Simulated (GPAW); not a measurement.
Crystal: CoO.

```
CELL_PARAMETERS angstrom
0.00000 2.13150 2.13150
2.13150 0.00000 2.13150
2.13150 2.13150 0.00000
ATOMIC_POSITIONS crystal
Co 0.00000 0.00000 0.00000
O 0.50000 0.50000 0.50000
```

| Item | Value |
| --- | --- |
| Program | GPAW 26.7.0 |
| Task | relaxation of cell and atoms |
| Functional | PBEsol |
| Dispersion | D3 |
| Potentials or basis | PAW data sets generated in the run's folder for this functional |
| Cutoff | 800 eV |
| Basis | pw |
| k mesh | 9 × 9 × 9 |
| Occupations | fermi-dirac, width 0.05 eV |
| Spin | collinear spin, ferromagnetic start |
| Starting moments | [2.0, 0.0] μB |

At the start: pressure -12.7 GPa; volume 9.68 Å³/atom.

**Question.** How do energy, volume and symmetry change on relaxing?

**Answer.** Over 5 steps the energy falls by 4.6 meV/atom and the volume is 9.60 Å³/atom (-0.8 %); space group Fm-3m (No. 225, to 0.05 Å); moment 2.93 μB per cell.

Step by step:
| step | energy change (eV) | largest force (eV/Å) | pressure (GPa) | volume (Å³) |
| --- | --- | --- | --- | --- |
| 1 | 0.0000 | 0.0000 | -12.72 | 19.37 |
| 2 | 0.0158 | 0.0000 | 12.21 | 19.05 |
| 3 | -0.0092 | 0.0000 | 0.89 | 19.20 |
| 4 | -0.0092 | 0.0000 | -2.70 | 19.22 |
| 5 | -0.0092 | 0.0000 | -0.09 | 19.21 |

Final structure:
```xyz
2
Lattice="0.0000 2.1256 2.1256 2.1256 0.0000 2.1256 2.1256 2.1256 0.0000" Properties=species:S:1:pos:R:3 pbc="T T T"
Co    0.0000    0.0000    0.0000
O     2.1256    2.1256    2.1256
```

Caveat: each step starts from the last one's moments, so a moment once lost doesn't come back; later steps reuse the first step's grids; a cell with one magnetic atom can't hold antiferromagnetic order, which such compounds often take; pairwise dispersion overbinds metals, which lowers pressure and volume.
